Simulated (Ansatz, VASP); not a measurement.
# Cross-check of ZrV2 between VASP and Ansatz

Aim: how closely do two programs agree when they are given the same cell, functional and k mesh? The two relaxations start from unlike cells of this crystal (the structure described is Ansatz's start), so only their ends are compared.

Main program and level: Ansatz 0.2.0; plane waves, with VASP 6.6.1 beside it; relaxation of cell and atoms at r2SCAN.

## (1) Starting point

It takes space group Fd-3m (No. 227, cubic). The conventional cell has a = 7.430 Å, b = 7.430 Å, c = 7.430 Å, α = 90.00°, β = 90.00°, γ = 90.00°. Nearest to Zr lie 12 V at 3.08 Å and 4 Zr at 3.22 Å. Nearest to V lie 6 V at 2.63 Å and 6 Zr at 3.08 Å. Farther neighbours are not listed.

## (2) Ansatz: relaxation of cell and atoms, r2SCAN

Ansatz runs on its default PAW (the set named soft_2) files.

The relaxed volume is the usual yardstick between codes: in a stiff, nearly cubic crystal its relative difference is about their pressure difference at one cell divided by the bulk modulus.

The input, input.yaml:

```yaml
crystal:
  lattice:
    - [0.0, 3.715, 3.715]
    - [3.715, 0.0, 3.715]
    - [3.715, 3.715, 0.0]
  atoms:
    - { symbol: Zr, position: [0.0, 0.0, 0.0] }
    - { symbol: Zr, position: [0.25, 0.25, 0.25] }
    - { symbol: V, position: [0.625, 0.625, 0.625] }
    - { symbol: V, position: [0.125, 0.625, 0.625] }
    - { symbol: V, position: [0.625, 0.625, 0.125] }
    - { symbol: V, position: [0.625, 0.125, 0.625] }
kpoints:
  mp_grid: { grid: [8, 8, 8] }
hamiltonian:
  xc: r2scan
scf:
  occupations: { method: gaussian, width: 0.1 }
output:
  forces: true
  stress: true
  eigenvalues: true
relax:
  adjacent_minimum: "off"
  f_tol: 0.005
  max_steps: 60
  cell: { stress_tol: 0.03 }
```

Started as:

```bash
> ansatz run input.yaml --threads 4 --pin off --max-ram 16384MiB --backend cpu --events-out ev --progress --plain --runs-dir out
```

Numbers of over 12 decimals in the logs are rounded to 6 here.

What it wrote:

```text
Engine: ansatz 0.2.0, aarch64-unknown-linux-gnu
Pseudopotentials: kind: paw
Pseudopotential: Zr, paw, valence charge 12, recommended cutoff 500 eV (meta_gga), Zr.paw.azcp
Pseudopotential: V, paw, valence charge 13, recommended cutoff 500 eV (meta_gga), V.paw.azcp
Functional definition: r2SCAN
  parameter k0 = 0.174
  parameter k1 = 0.065
  parameter a1 = 4.9479
  exchange = r2scan_x(k0 = k0, k1 = k1, a1 = a1)
  correlation = r2scan_c
Crystal: 6 atoms, lattice volume = 102.543 Å³
Basis set: ecut = 500 eV, 2637 PW (Γ), exchange–correlation on 160×160×160 points (64 copies of the dense FFT grid, shifted against one another)
Bands: 46, of which v1, the nominal top of the filled ones, is band 38 counted from 1 (37 counted from 0)
Symmetry: 48 space group operations
Space group: Fd-3m (ITA 227), of the structure as read, at distance tolerance 4.7e-5 Å
k-points: 29 of 512
Non-local potential: Zr, projectors of the file, l = 0: 3, l = 1: 2, l = 2: 2, l = 3: 2
Non-local potential: V, projectors of the file, l = 0: 3, l = 1: 2, l = 2: 3, l = 3: 1
PAW form: soft (Blöchl's): semilocal exchange-correlation on the pseudo side does not see the compensation charge
PAW frozen core: Zr, regenerated for the run's functional (the file was generated under x = pbe(κ = 0.804, μ = 0.219515), c = pbe(β = 0.066725))
PAW frozen core: V, regenerated for the run's functional (the file was generated under x = pbe(κ = 0.804, μ = 0.219515), c = pbe(β = 0.066725))
PAW one-centre angular grid: Zr, 590 points (default); XC on 160 Gauss nodes
PAW one-centre angular grid: V, 590 points (default); XC on 160 Gauss nodes
Initial density: superposition of atomic densities (neutral atoms: chi_scale 0, normalization atom), corrected by the library's trained network
Initial wavefunctions: pseudopotential atomic-orbital guess
Functional: x = r2scan, c = r2scan; τ floored in thin density (d = 2e-4 eV/Å³)
SCF iter   1: F=—  HF=-20057.656929 eV  |F-HF|=—  |Δ(HF+E_count)|=         —  Δρ=1.59e-2  dr2=2.47e-1  dr2_τ=6.86e-2  ethr=1.77e-3  ⟨swp⟩=5.7  Hψ=4768  notcnv=0
preconditioner: auto → Kerker (q_TF=auto, 2.595 Å⁻¹)  [metal: Δε(μ)=0.012 eV  Ē_g=2.839 eV  σ=0.100 eV  W_gap=0.07  n_scr=26 (ndim 8)  ℏωp=19.4 eV  f_vac=0.000  D(μ)=14.12/eV (n_scr^D=180)]
SCF iter   2: F=—  HF=-20057.797528 eV  |F-HF|=—  |Δ(HF+E_count)|=   1.41e-1  Δρ=1.18e-2  dr2=3.21e-1  dr2_τ=1.25e-2  ethr=3.25e-4  ⟨swp⟩=2.5  Hψ=2716  notcnv=0  defer=44
SCF iter   3: F=—  HF=-20057.776687 eV  |F-HF|=—  |Δ(HF+E_count)|=   2.08e-2  Δρ=3.73e-3  dr2=1.58e-2  dr2_τ=5.26e-4  ethr=3.25e-4  ⟨swp⟩=2.0  Hψ=1773  notcnv=0  defer=44
SCF iter   4: F=—  HF=-20057.776829 eV  |F-HF|=—  |Δ(HF+E_count)|=   1.42e-4  Δρ=5.35e-4  dr2=1.64e-4  dr2_τ=5.63e-5  ethr=2.08e-5  ⟨swp⟩=2.0  Hψ=1877  notcnv=0  defer=44
SCF iter   5: F=—  HF=-20057.777014 eV  |F-HF|=—  |Δ(HF+E_count)|=   1.84e-4  Δρ=2.32e-4  dr2=3.94e-5  dr2_τ=2.24e-6  ethr=2.15e-7  ⟨swp⟩=3.0  Hψ=2691  notcnv=0  defer=44
SCF iter   6: F=—  HF=-20057.777020 eV  |F-HF|=—  |Δ(HF+E_count)|=   6.44e-6  Δρ=5.21e-5  dr2=1.74e-6  dr2_τ=2.37e-7  ethr=5.18e-8  ⟨swp⟩=2.0  Hψ=1739  notcnv=0  defer=44
SCF iter   7: F=—  HF=-20057.777021 eV  |F-HF|=—  |Δ(HF+E_count)|=   8.82e-7  Δρ=1.15e-5  dr2=1.23e-7  dr2_τ=8.73e-9  ethr=2.29e-9  ⟨swp⟩=2.0  Hψ=1720  notcnv=0  defer=44
SCF iter   8: F=-20057.777021 eV  HF=-20057.777021 eV  |F-HF|=3.12e-9  |Δ(HF+E_count)|=   5.94e-8  Δρ=4.11e-6  dr2=1.39e-8  dr2_τ=6.84e-10  ethr=1.32e-10  ⟨swp⟩=9.1  Hψ=4733  notcnv=0
SCF 1 converged in 8 iterations: F = -20057.777021 eV  dr2 = 1.39e-8
  greatest PAW one-centre occupation: 1.000 electrons in one spin orbital (limit 2), on the V atom at site 3 (counted from 0), in its partial waves of l = 1
relax step   1: F+E_penalty+E_count = -20057.77702095 eV  Δ(F+E_penalty+E_count) = +0.000e0 eV  max|allowed force component| = 6.361e-18 eV/Å  Δτ_max = 0.0000 Å  P = -5.273 GPa  Ω = 102.543 Å³  (8 SCF iters, dr2 threshold 1.00e-7 eV, accepted)
[...]
relax step   3: F+E_penalty+E_count = -20057.84651233 eV  Δ(F+E_penalty+E_count) = -3.128e-2 eV  max|allowed force component| = 1.600e-17 eV/Å  Δτ_max = 0.0000 Å  P = -0.218 GPa  Ω = 98.710 Å³  energy of the carried Pulay correction = +1.926e-3 eV  (7 SCF iters, dr2 threshold 6.00e-7 eV, accepted)
[...]
relax step   4: F+E_penalty+E_count = -20057.84669070 eV  Δ(F+E_penalty+E_count) = -1.784e-4 eV  max|allowed force component| = 1.465e-17 eV/Å  Δτ_max = 0.0000 Å  P = -0.003 GPa  Ω = 98.562 Å³  energy of the carried Pulay correction = +2.002e-3 eV  (5 SCF iters, dr2 threshold 1.19e-7 eV, accepted)
[...]
relax step   5: F+E_penalty+E_count = -20057.84480386 eV  Δ(F+E_penalty+E_count) = +1.887e-3 eV  max|allowed force component| = 2.038e-17 eV/Å  Δτ_max = 0.0000 Å  P = -0.014 GPa  Ω = 98.562 Å³  stress off target by 1.44e-2 GPa  SCF on the basis re-selected at this cell (its energy is not comparable with the rows above)  (7 SCF iters)
basis re-selected at this cell: Δ(F+E_penalty+E_count) = +1.887e-3 eV, ΔP = -0.011 GPa vs the last step (what re-selecting the basis moved, of the pressure what is left beyond the Pulay correction that the steps carried, after the strain that the cell walked since its last selection, with what the two solves' SCF thresholds leave and, on support functions, any second-order correction that the steps lacked; it is no m [...]
SCF converged after 7 iterations
Free energy (F): -20057.844804 eV
Harris-Foulkes:  -20057.844804 eV  (|F-HF|=7.28e-12)
Internal energy: -20057.784427 eV  (E = F + TS)
E sigma→0 (E₀):  -20057.814616 eV
Entropy (-TS):   -0.060377 eV (-10.063 meV/atom)
Fermi energy:    15.318779 eV
--- Per-component energies (eV) ---
  E_band       = -851.676398
  E_kinetic    = 2011.994820
  E_local      = -5288.784642  (includes V_loc(G=0)·N_el)
  E_nonlocal   = -20.276721
  E_hartree    = 2256.395055
  E_xc         = -817.305087
  E_vxc        = -1159.511538  (∫ρ·V_xc dr)
  E_paw        = -10428.218499  (= ΣΔE_a)
  E_vpaw       = -982.615549  (= ΣTr[D̂ρ^β])
  E_aug_tail   = 0.000768  (compensation charges beyond the density's cutoff)
  E_vtau       = 74.726179  (kinetic-family band-sum trace: ∫τ·v_τ [+ j·A + Jᵃ·Aᵃ] dr)
  E_ewald      = -7770.197514
  E_core_change = -1.392607  (= ΣΔE_core)
  E_smearing   = -0.060377  (= −TS)
  E_closure    = -0.000000  (closes the sum)
  Σ components = -20057.844804   (vs F -20057.844804, Δ=0.00e0)
--- Forces (eV/Å), atoms counted from 1 ---
  atom   1  Zr    -0.00000000     0.00000000     0.00000000
  atom   2  Zr    -0.00000000    -0.00000000    -0.00000000
  atom   3  V      0.00000000    -0.00000000    -0.00000000
  atom   4  V      0.00000000     0.00000000     0.00000000
  atom   5  V      0.00000000    -0.00000000     0.00000000
  atom   6  V      0.00000000    -0.00000000     0.00000000
  max |Σ_I F_I| component: 5.78e-18 eV/Å
--- Stress (GPa, compression-positive) ---
       -0.014415       0.000000       0.000000
        0.000000      -0.014415       0.000000
        0.000000       0.000000      -0.014415
  P = ⅓ Tr σ = -0.0144 GPa (-0.144 kbar)
--- Band table (eV; the first three rows and the last of 29) ---
  k-point 0: bands = [... 34 lower, 14.7573, 14.7573, 15.6653, 15.6653, 15.6653, 17.0373, 17.0373, 17.0373, ... 4 higher]
  k-point 1: bands = [... 34 lower, 14.8801, 14.8801, 15.5171, 15.5830, 15.5830, 17.0201, 17.0477, 17.0477, ... 4 higher]
  k-point 2: bands = [... 34 lower, 15.0078, 15.0078, 15.1743, 15.4973, 15.4973, 16.5962, 17.0793, 17.0793, ... 4 higher]
  k-point 28: bands = [... 34 lower, 14.7082, 14.7082, 15.3696, 15.3696, 15.5044, 15.5044, 15.8982, 15.8982, ... 4 higher]
--- Relaxed structure (4 steps of the walk, 4 accepted, 1 SCFs on fresh bases) ---
  F+E_penalty+E_count = -20057.84480386 eV   max|allowed force component| = 2.038e-17 eV/Å   (the final SCF, on the basis selected at the relaxed cell)
  cell:  # Å, volume = 98.5620 Å³
    - [0, 3.666287, 3.666287]
    - [3.666287, 0, 3.666287]
    - [3.666287, 3.666287, 0]
  atoms:
    - { symbol: Zr, position: [0, 0, 0] }
    - { symbol: Zr, position: [0.25, 0.25, 0.25] }
    - { symbol: V, position: [0.625, 0.625, 0.625] }
    - { symbol: V, position: [0.125, 0.625, 0.625] }
    - { symbol: V, position: [0.625, 0.625, 0.125] }
    - { symbol: V, position: [0.625, 0.125, 0.625] }
```

The column dr2 measures how far the density is from self-consistency, as an energy; F and HF (Harris–Foulkes) agree once it is small.

(Part 1 of 2 ends here.)

[Lines on the potential files, build, host, timing and source positions are cut from VASP's logs without a mark.]

[Logs are printed without paths, hosts, clocks, repeated set-up lines and the standing remarks that a program may print on its own settings, such as how far it seeks lower states.]

[Hosts, paths, dates, database ids (printed as entryN), source tags and the programs' standing remarks are cut or masked in the printed files.]
